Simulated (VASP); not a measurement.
The system is Te.

```
CELL_PARAMETERS angstrom
4.31392 0.00000 0.00000
-2.15696 3.73597 0.00000
0.00000 0.00000 5.96924
ATOMIC_POSITIONS crystal
Te 0.28508 0.00000 0.33333
Te 0.00000 0.28508 0.66667
Te 0.71492 0.71492 0.00000
```

Base run:

| Item | Value |
| --- | --- |
| Program | VASP 6.6.1 |
| Functional | r2SCAN |
| Potentials or basis | VASP PAW PBE potentials, release 64 (Te) |
| Cutoff | 450 eV |
| k mesh | 11 × 11 × 8 |
| Occupations | methfessel-paxton, width 0.1 eV |
| Spin | no spin polarisation |

Its results: band gap on the k mesh 0.30 eV, indirect (least direct gap 0.45 eV); pressure 1.9 GPa; largest force 0.173 eV/Å.

Q: The run is repeated on the same cell with these changes: functional from r2SCAN to PBEsol; cutoff from 450 eV to 300 eV. What comes out?

A: Band gap on the k mesh 0.29 eV, indirect (least direct gap 0.38 eV); pressure -0.1 GPa; largest force 0.008 eV/Å.

Caveats: the PAW data sets were made with another functional, which shifts forces and pressure a little; spin-orbit coupling is left out, which moves the levels of the heavy elements; an odd mesh through Γ misses points on the zone boundary, where band edges often lie.
